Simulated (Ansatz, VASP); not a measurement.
# Two plane-wave programs on CaB

```xyz
2
Lattice="3.6282 0.0000 0.0000 -1.8141 3.1421 0.0000 0.0000 0.0000 3.6442" Properties=species:S:1:pos:R:3 pbc="T T T"
Ca    1.8141    1.0474    1.8221
B     0.0000    2.0948    0.0000
```

Alike in both runs: functional PBE; k mesh 6 × 6 × 6; occupations gaussian, width 0.1 eV; no spin polarisation.

Ansatz relaxed the structure, and its values are those at the end. VASP's run is a single point on that final structure, the one shown.

|  | VASP | Ansatz |
| --- | --- | --- |
| version | VASP 6.6.1 | Ansatz 0.2.0 |
| potentials or method | VASP PAW PBE potentials, release 64 (Ca_sv, B) | scalar-relativistic, plane waves, PAW |
| plane-wave cutoff (eV) | 520 | 420 |
| valence electrons in the cell | 13 | 13 |

```csv
,VASP,Ansatz,Ansatz less VASP
gap on the k mesh at the Fermi level (eV),none,none,-
pressure (GPa),0.3,0.2,-0.11
```

A gap of «none» marks a metal or a gap that the smearing closes.
